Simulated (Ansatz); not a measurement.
Crystal: CuO (Tenorite).

```
Cu O
1.0
     2.34185   -1.71130    0.00000
     2.34185    1.71130    0.00000
    -0.85003    0.00000    5.05787
Cu O
2 2
Direct
  0.50000 0.00000 0.50000
  0.00000 0.50000 0.00000
  0.41840 0.58160 0.75000
  0.58160 0.41840 0.25000
```

Base run:

```yaml
Program: Ansatz 0.2.0
Functional: PBE
Potentials_or_basis: Ansatz PAW
Cutoff: "420 eV (not typed: the program's choice for these potentials)"
k_mesh: 13 × 13 × 7
Occupations: fermi-dirac, width 0.05 eV
Spin: no spin polarisation
```

Its results: band gap on the k mesh none (metal or under the smearing width); pressure 5.7 GPa; largest force 0.268 eV/Å.

Task: The run is repeated on the same cell with these changes: functional from PBE to BPBE; k mesh from 13 × 13 × 7 to 10 × 10 × 5. What comes out?

Result: Band gap on the k mesh none (metal or under the smearing width); pressure 5.2 GPa; largest force 0.268 eV/Å.

Several settings changed at once, so the effect can't be laid on one alone.

Caveats: the run has no spin polarisation, though such a crystal can be magnetic; semilocal functionals often make such compounds metallic where correlation or magnetic order opens a gap, which also shifts bond lengths; the PAW data sets come from PBE, with cores solved anew for the run's functional, which leaves a small shift of forces and pressure (some runs).
